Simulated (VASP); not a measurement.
# Ru (P-3m1) in VASP: electric field gradients with PBE

Aim: the electric field gradients of Ru with PBE.

Program: VASP 6.6.1. These are calculated values, not measurements. Logs are shortened: lines on timing, memory, paths and dates and some standing lists are left out, and cuts for length are marked.

## Step 1: The cell of the first run

Symmetry: P-3m1, No. 164, trigonal system. The conventional cell has a = 2.706 Å, b = 2.706 Å, c = 4.282 Å, α = 90.00°, β = 90.00°, γ = 120.00°. Ru (site symmetry 3m) has 12 Ru at 2.49 to 2.81 Å as nearest neighbours.

This isn't the form of Ru at room conditions, which is hcp.

## Step 2: Electric field gradients, PBE (atom 2 (Ru) moved by [0.0, 0.0, 0.2] A, crystal datasets)

Contents of INCAR:

```
SYSTEM = Ru
PREC = Accurate
ENCUT = 520
EDIFF = 1E-8
ISMEAR = -1
SIGMA = 0.03
LREAL = .False.
LASPH = .True.
NELM = 100
ALGO = Normal
ISIF = 2
LWAVE = .False.
LCHARG = .False.
GGA = PE
LEFG = .True.
NBANDS = 21
```

Contents of KPOINTS:

```
regular mesh
0
Gamma
  14 14 8
  0 0 0
```

Contents of POSCAR:

```
Ru
1.0
    2.7057993342      0.0000000000      0.0000000000
   -1.3528996671      2.3432909610      0.0000000000
    0.0000000000      0.0000000000      4.2819000000
Ru
2
Direct
    0.3333333333      0.6666666667      0.2500000000
    0.6666666667      0.3333333333      0.7967082370
```

Potentials or basis: VASP PAW PBE potentials, release 64 (Ru_pv).

On the command line:

```bash
$ cat potpaw_PBE.64/Ru_pv/POTCAR > POTCAR
$ mpirun -np 1 vasp_std > vasp.out
```

OUTCAR:

```text
SYSTEM = Ru
   PREC = Accurate
   ENCUT = 520
   EDIFF = 1E-8
   ISMEAR = -1
   LREAL = .False.
   LASPH = .True.
   NELM = 100
   ISIF = 2
   GGA = PE

 ion  position               nearest neighbor table
   1  0.333  0.667  0.250-   2 2.49   2 2.49   2 2.49   2 2.81   2 2.81   2 2.81
   2  0.667  0.333  0.797-   1 2.49   1 2.49   1 2.49   1 2.81   1 2.81   1 2.81

  LATTYP: Found a hexagonal cell.
 ALAT       =     2.7057993342
 C/A-ratio  =     1.5824898565

  Lattice vectors:

 A1 = (   2.7057993342,   0.0000000000,   0.0000000000)
 A2 = (  -1.3528996671,   2.3432909610,   0.0000000000)
 A3 = (   0.0000000000,   0.0000000000,   4.2819000000)

Analysis of symmetry for initial positions (statically):
=====================================================================
 Subroutine PRICEL returns:
 Original cell was already a primitive cell.

 Routine SETGRP: Setting up the symmetry group for a
 hexagonal supercell.

 Subroutine GETGRP returns: Found 12 space group operations
 (whereof  6 operations were pure point group operations)
 out of a pool of 24 trial point group operations.

The static configuration has the point symmetry C_3v.
 The point group associated with its full space group is D_3d.

Analysis of symmetry for dynamics (positions and initial velocities):
=====================================================================
 Subroutine PRICEL returns:
 Original cell was already a primitive cell.

 Routine SETGRP: Setting up the symmetry group for a
 hexagonal supercell.

 Subroutine GETGRP returns: Found 12 space group operations
 (whereof  6 operations were pure point group operations)
 out of a pool of 24 trial point group operations.

The dynamic configuration has the point symmetry C_3v.
 The point group associated with its full space group is D_3d.

 Subroutine INISYM returns: Found 12 space group operations
 (whereof  6 operations are pure point group operations),
 and found     1 'primitive' translations

----------------------------------------------------------------------------------------

                                     Primitive cell

  volume of cell :      27.1493

  direct lattice vectors                    reciprocal lattice vectors
     2.705799334  0.000000000  0.000000000     0.369576556  0.213375124  0.000000000
    -1.352899667  2.343290961  0.000000000     0.000000000  0.426750249  0.000000000
     0.000000000  0.000000000  4.281900000     0.000000000  0.000000000  0.233541185

  length of vectors
     2.705799334  2.705799334  4.281900000     0.426750249  0.426750249  0.233541185

  position of ions in fractional coordinates (direct lattice)
     0.333333333  0.666666667  0.250000000
     0.666666667  0.333333333  0.796708237

  ion indices of the primitive-cell ions
   primitive index   ion index
                 1           1
                 2           2

----------------------------------------------------------------------------------------

 KPOINTS: regular mesh

Automatic generation of k-mesh.
 Grid dimensions read from file:
 generate k-points for:   14   14    8

 Generating k-lattice:

  Cartesian coordinates                     Fractional coordinates (reciprocal lattice)
     0.026398325  0.015241080  0.000000000     0.071428571  0.000000000  0.000000000
     0.000000000  0.030482161  0.000000000     0.000000000  0.071428571  0.000000000
     0.000000000  0.000000000  0.029192648     0.000000000  0.000000000  0.125000000

  Length of vectors
     0.030482161  0.030482161  0.029192648

  Shift w.r.t. Gamma in fractional coordinates (k-lattice)
     0.000000000  0.000000000  0.000000000

 Subroutine IBZKPT returns following result:
 ===========================================

 Found    168 irreducible k-points:

 Following reciprocal coordinates:
            Coordinates               Weight
  0.000000  0.000000  0.000000      1.000000
  0.071429 -0.000000  0.000000      6.000000
  0.142857  0.000000  0.000000      6.000000
  0.214286 -0.000000  0.000000      6.000000
  0.285714  0.000000  0.000000      6.000000
  0.357143 -0.000000  0.000000      6.000000
[... 16 lines left out ...]
  0.285714  0.285714  0.000000      6.000000
  0.357143  0.285714  0.000000      6.000000
 [... further k-points ...]
   k-points           NKPTS =    168   k-points in BZ     NKDIM =    168   number of bands    NBANDS=     21
   number of dos      NEDOS =    301   number of ions     NIONS =      2
   total plane-waves  NPLWV =  12800
   dimension x,y,z NGX =    20 NGY =   20 NGZ =   32
   dimension x,y,z NGXF=    40 NGYF=   40 NGZF=   64
   ions per type =               2
   NGX,Y,Z   is equivalent  to a cutoff of  12.29, 12.29, 12.42 a.u.
   NGXF,Y,Z  is equivalent  to a cutoff of  24.58, 24.58, 24.85 a.u.
 SYSTEM =  Ru
   PREC   = accura    normal or accurate (medium, high low for compatibility)
   ISTART =      0    job   : 0-new  1-cont  2-samecut
   ICHARG =      2    charge: 1-file 2-atom 10-const
   ISPIN  =      1    spin polarized calculation?
   LNONCOLLINEAR =      F non collinear calculations
   LSORBIT =      F    spin-orbit coupling
   LASPH  =      T    aspherical Exc in radial PAW
   ENCUT  =  520.0 eV  38.22 Ry    6.18 a.u.   5.03  5.03  7.96*2*pi/ulx,y,z
   NELM   =    100;   NELMIN=  2; NELMDL= -5     # of ELM steps
   EDIFF  = 0.1E-07   stopping-criterion for ELM
   LREAL  =      F    real-space projection
   EDIFFG = 0.1E-06   stopping-criterion for IOM
   NSW    =      0    number of steps for IOM
   IBRION =     -1    ionic relax: 0-MD 1-quasi-New 2-CG
   NFREE  =      0    steps in history (QN), initial steepest desc. (CG)
   ISIF   =      2    stress and relaxation
   ISYM   =      2    0-nonsym 1-usesym 2-fastsym
   POTIM  = 0.5000    time-step for ionic-motion
   TEBEG  =    0.0;   TEEND  =   0.0 temperature during run
   PSTRESS=    0.0 pullay stress
   NELECT =      28.0000    total number of electrons
   NUPDOWN=      -1.0000    fix difference up-down
   EMIN   =  10.00;   EMAX   =-10.00  energy-range for DOS
   EFERMI =   0.00;   METHOD = LEGACY
   ISMEAR =    -1;   SIGMA  =   0.03  broadening in eV -4-tet -1-fermi 0-gaus
   EFERMI_NEDOS =   21; number of points for ismear=-14 and -15
   IALGO  =     38    algorithm
   IMIX   =      4    mixing-type and parameters
     AMIX     =   0.40;   BMIX     =  1.00
     AMIX_MAG =   1.60;   BMIX_MAG =  1.00
  volume/ion in A,a.u.               =      13.57        91.61
  Fermi-wavevector in a.u.,A,eV,Ry     =   1.654022  3.125649 37.222686  2.735790
  Thomas-Fermi vector in A             =   2.742361
   LORBIT       =      0    0 simple, 1 ext, 2 COOP (PROOUT), +10 PAW based schemes
   GGA     = PE    functional components
   LHFCALC =     F    Hartree Fock is set to
   AEXX    =    0.0000 exact exchange contribution
   IVDW    =     0    specifies the selected vdW correction
   LEPSILON=     F    determine dielectric tensor
   LRPA    =     F    only Hartree local field effects (RPA)
 non-spin polarized calculation
  energy-cutoff  :      520.00
  volume of cell :       27.15
 maximum number of plane-waves:       752
   NGX =  9   NGY =  9   NGZ = 15

 number of electron      28.0000008 magnetization

 Free energy of the ion-electron system (eV)
  ---------------------------------------------------
  ext. energy  EPLUGINS =         0.00000000
  ---------------------------------------------------
  free energy    TOTEN  =       -18.18762057 eV

  energy without entropy =      -18.18028647  energy(sigma->0) =      -18.18395352

 E-fermi :  12.9149     XC(G=0): -14.0937

 val. band max:       12.9148230819   @ k =   0.2857   0.1429   0.0000
 cond. band min:      12.9173861719   @ k =   0.0714   0.0714   0.3750
 fundamental gap:      0.0025630899
 Fermi energy:        12.9148874027

 k-point     1 :       0.0000    0.0000    0.0000
  band No.  band energies     occupation
      1     -30.8810      2.00000
      2     -29.9122      2.00000
      3     -29.9122      2.00000
      4     -29.6896      2.00000
      5     -29.6896      2.00000
      6     -29.6155      2.00000
[... 13 lines left out ...]
     20      23.2826      0.00000
     21      23.2874      0.00000
[... 529 lines left out ...]
 k-point    24 :       0.3571    0.2857    0.0000
  band No.  band energies     occupation
      1     -30.5675      2.00000
      2     -30.4877      2.00000
      3     -30.4434      2.00000
      4     -30.0848      2.00000
      5     -30.0099      2.00000
      6     -29.9603      2.00000
[... 13 lines left out ...]
     20      23.2826      0.00000
     21      23.2827      0.00000

 [... further k-points ...]

------------------------ aborting loop because EDIFF is reached ----------------------------------------

  FORCE on cell =-STRESS in cart. coord.  units (eV):
  Direction    XX          YY          ZZ          XY          YZ          ZX
  --------------------------------------------------------------------------------------
  -------------------------------------------------------------------------------------
  Total        1.4884092      1.4884092      3.1846112      0.0000000      0.0000000     -0.0000000
  in kB       87.8364160     87.8364160    187.9354356      0.0000000      0.0000000     -0.0000000
  external PRESSURE =     121.2027558 kB  Pullay stress =       0.0000000 kB

 VOLUME and BASIS-vectors are now :
 -----------------------------------------------------------------------------
  energy-cutoff  :      520.00
  volume of cell :       27.15
      direct lattice vectors                 reciprocal lattice vectors
     2.705799334  0.000000000  0.000000000     0.369576556  0.213375124  0.000000000
    -1.352899667  2.343290961  0.000000000     0.000000000  0.426750249  0.000000000
     0.000000000  0.000000000  4.281900000     0.000000000  0.000000000  0.233541185

 POSITION                                       TOTAL-FORCE (eV/Angst)
 -----------------------------------------------------------------------------------
     -0.00000      1.56219      1.07048        -0.000000      0.000000      2.867009
      1.35290      0.78110      3.41143         0.000000     -0.000000     -2.867009
 -----------------------------------------------------------------------------------
    total drift:                                0.000000      0.000000      0.000004

  FREE ENERGIE OF THE ION-ELECTRON SYSTEM (eV)
  ---------------------------------------------------
  free  energy   TOTEN  =       -18.1876205675 eV

  energy  without entropy=      -18.1802864702  energy(sigma->0) =      -18.18395352

 Electric field gradients (V/A^2)
---------------------------------------------------------------------
 ion       V_xx      V_yy      V_zz      V_xy      V_xz      V_yz
---------------------------------------------------------------------
   1       5.725     5.727   -11.453     0.002     0.000    -0.000
   2       5.725     5.727   -11.453     0.002     0.000    -0.000
---------------------------------------------------------------------

 Electric field gradients after diagonalization (V/A^2)
 (convention: |V_zz| > |V_xx| > |V_yy|)
----------------------------------------------------------------------
 ion       V_xx      V_yy      V_zz     asymmetry (V_yy - V_xx)/ V_zz
----------------------------------------------------------------------
   1       5.728     5.724   -11.453       0.000
   2       5.728     5.724   -11.453       0.000
----------------------------------------------------------------------

           NMR quadrupolar parameters

 Cq : quadrupolar parameter    Cq=e*Q*V_zz/h
 eta: asymmetry parameters     (V_yy - V_xx)/ V_zz
 Q  : nuclear electric quadrupole moment in mb (millibarn)
----------------------------------------------------------------------
 ion       Cq(MHz)       eta       Q (mb)
----------------------------------------------------------------------
   1      -0.028       0.000       1.000
   2      -0.028       0.000       1.000
----------------------------------------------------------------------
```

Wall time 28 s (1 thread of Intel Xeon 6975P-C (Granite Rapids), shared host); peak memory 0.18 GiB.

What came out:

| Property | Result |
| --- | --- |
| Free energy | -18.1876 eV |
| Pressure | 12.1 GPa |
| Largest force | 2.867 eV/Å |
| Band gap on the k mesh | none (metal or under the smearing width) |

Forces in eV/Å, atoms in the order of the input:
```
Ru   0.000  0.000  2.867
Ru   0.000  0.000 -2.867
```

Electric field gradients, principal values (V/Å²):
```csv
atom,Vxx,Vyy,Vzz
1 Ru,5.724,5.728,-11.453
2 Ru,5.724,5.728,-11.453
```

Caveat: forces of over 1 eV/Å show positions far from the minimum, so gaps and moduli don't describe the material at rest.
